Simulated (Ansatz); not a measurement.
Crystal: TiO.

```
CELL_PARAMETERS angstrom
3.00939 0.00000 0.00000
0.00000 3.00939 0.00000
0.00000 0.00000 3.68042
ATOMIC_POSITIONS crystal
Ti 0.00000 0.00000 0.00000
O 0.00000 0.00000 0.50000
```

The cell was built by a generator and needn't be a form met in nature.

```yaml
Program: Ansatz 0.2.0
Task: relaxation of cell and atoms
Functional: revPBE
Potentials_or_basis: Ansatz PAW
Cutoff: "420 eV (not typed: the program's choice for these potentials)"
k_mesh: 9 × 9 × 7
Occupations: fermi-dirac, width 0.05 eV
Spin: no spin polarisation
```

At the start: volume 16.67 Å³/atom.

Question: Where does the relaxation end?

Answer: It ends after 7 steps and the volume is 17.27 Å³/atom (+3.6 %); space group P4/mmm (No. 123, to 0.05 Å).

The path:
```tsv
step	energy change (eV)	largest force (eV/Å)	volume (Å³)
1	0.0000	0.0000	33.33
2	-0.0008	0.0000	35.04
3	-0.0040	0.0000	34.47
4	-0.0040	0.0000	34.44
5	-0.0067	0.0000	34.44
6	-0.0065	0.0000	34.54
7	-0.0067	0.0000	34.54
```

Final structure:
```
Ti O
1.0
     3.05764    0.00000    0.00000
     0.00000    3.05764    0.00000
     0.00000    0.00000    3.69485
Ti O
1 1
Direct
  0.00000 0.00000 0.00000
  0.00000 0.00000 0.50000
```

Caveat: the plane-wave basis is chosen anew once the cell has moved, so the energies of steps on either side of that aren't comparable; the pressure holds a Pulay correction of +0.3 GPa for the finite cutoff; the PAW data sets come from PBE, with cores solved anew for the run's functional, which leaves a small shift of forces and pressure.
